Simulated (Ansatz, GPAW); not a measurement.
This is a calculation of InP for GPAW 26.7.0 (ASE script). 

Contents of run.py:

```python
from ase import Atoms
from ase.dft.bandgap import bandgap
from ase.io import write
from ase.units import Bohr, GPa
from gpaw import GPAW, PW
from gpaw.elf import elf_from_dft_calculation

atoms = Atoms(['In', 'P'],
              cell=[[0.0, 2.9305, 2.9305],
                    [2.9305, 0.0, 2.9305],
                    [2.9305, 2.9305, 0.0]],
              scaled_positions=[[0.0, 0.0, 0.0],
                                [0.75, 0.75, 0.75]],
              pbc=True)

calc = GPAW(mode=PW(600),
            xc='PBE',
            kpts={'size': (8, 8, 8), 'gamma': True},
            occupations={'name': 'methfessel-paxton', 'order': 0, 'width': 0.028000000000000004},
            nbands=18,
            convergence={'density': 1e-05, 'energy': 1e-05},
            maxiter=150,
            txt='gpaw.txt')
atoms.calc = calc
energy = atoms.get_potential_energy()
forces = atoms.get_forces()
stress = atoms.get_stress()
calc.write('gs.gpw')
write('result.traj', atoms)
print(f'Energy: {energy:.6f} eV')
print('Forces (eV/A):')
print(forces.round(4))
print('Stress (GPa):', (stress / GPa).round(3))
print('Fermi level:', round(calc.get_fermi_level(), 4), 'eV')
print(f'Gap: {bandgap(calc)[0]:.4f} eV, direct: {bandgap(calc, direct=True)[0]:.4f} eV')

# fields on the real-space grid
write('density.cube', atoms, data=calc.get_pseudo_density() * Bohr**3)
write('potential.cube', atoms, data=calc.get_electrostatic_potential())
write('elf.cube', atoms, data=elf_from_dft_calculation(calc).data)
```

Potentials or basis: GPAW PAW data sets (gpaw-data 1.2.1), pw.

Command:

```console
$ OMP_NUM_THREADS=1 python run.py
```

**Question.** Set up the same calculation for Ansatz 0.2.0. Potentials or basis there: all-electron LAPW, scalar-relativistic.

**Answer.** As run (cutoffs and basis follow the program's own potentials, and thresholds, step limits or extra output files can differ):

input.yaml

```yaml
crystal:
  lattice:
    - [0.0, 2.9305, 2.9305]
    - [2.9305, 0.0, 2.9305]
    - [2.9305, 2.9305, 0.0]
  atoms:
    - { symbol: In, position: [0.0, 0.0, 0.0] }
    - { symbol: P, position: [0.75, 0.75, 0.75] }
kpoints:
  mp_grid: { grid: [8, 8, 8] }
scf:
  occupations: { method: gaussian, width: 0.028 }
hamiltonian:
  xc: pbe
  pseudopotentials: { kind: all_electron, lapw: { basis_error: 0.001 } }
output:
  forces: true
  stress: true
  eigenvalues: true
```

Potentials or basis: all-electron LAPW, scalar-relativistic.

Command:

```bash
$ ansatz run input.yaml --threads 1 --pin off --max-ram 3072MiB --backend cpu --events-out ev --progress --plain --runs-dir out
```

Both were run:

|  | GPAW | Ansatz |
| --- | --- | --- |
| Pressure | 3.0 GPa | 3.3 GPa |

Where Ansatz's input types no cutoff or centring, it takes its own default and a Γ-centred mesh.

Pressure is positive in compression.
